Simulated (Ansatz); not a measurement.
Wanted: the native input for an Ansatz 0.2.0 run.

| Property | Result |
| --- | --- |
| Task | phonons |
| Functional | PBEsol |
| Potentials or basis | Ansatz PAW |
| Cutoff | 420 eV (not typed: the program's choice for these potentials) |
| k mesh | 7 × 7 × 4 |
| Occupations | fermi-dirac, width 0.05 eV |
| Spin | no spin polarisation |

Crystal: TiSe.

```xyz
4
Lattice="3.5590 0.0000 0.0000 -1.7795 3.0822 0.0000 0.0000 0.0000 6.2200" Properties=species:S:1:pos:R:3 pbc="T T T"
Se    1.7795    1.0274    4.6650
Se    0.0000    2.0548    1.5550
Ti    0.0000    0.0000    3.1100
Ti    0.0000    0.0000    0.0000
```

These files were run (other wordings do the same):

input.yaml

```yaml
crystal:
  lattice:
    - [3.559, 0.0, 0.0]
    - [-1.7795, 3.0821844121, 0.0]
    - [0.0, 0.0, 6.22]
  atoms:
    - { symbol: Se, position: [0.6666666667, 0.3333333333, 0.75] }
    - { symbol: Se, position: [0.3333333333, 0.6666666667, 0.25] }
    - { symbol: Ti, position: [0.0, 0.0, 0.5] }
    - { symbol: Ti, position: [0.0, 0.0, 0.0] }
hamiltonian:
  xc: pbesol
  pseudopotentials: { kind: paw }
kpoints:
  mp_grid: { grid: [7, 7, 4] }
scf:
  occupations: { method: fermi_dirac, width: 0.05 }
phonons:
  method: dfpt
```

Potentials or basis: Ansatz PAW.

The run is started by

```bash
$ ansatz run input.yaml --threads 2 --pin off --max-ram 5632MiB --backend cpu --events-out ev --progress --plain --runs-dir out
```

It gave:

* Band gap on the k mesh: none (metal or under the smearing width)
* Highest phonon frequency at Γ: 270 cm⁻¹

Wall time 63 s on 2 threads of Intel(R) Xeon(R) Processor @ 2.50GHz (Skylake/Cascade Lake), with other jobs on the host, peak memory 0.82 GiB.
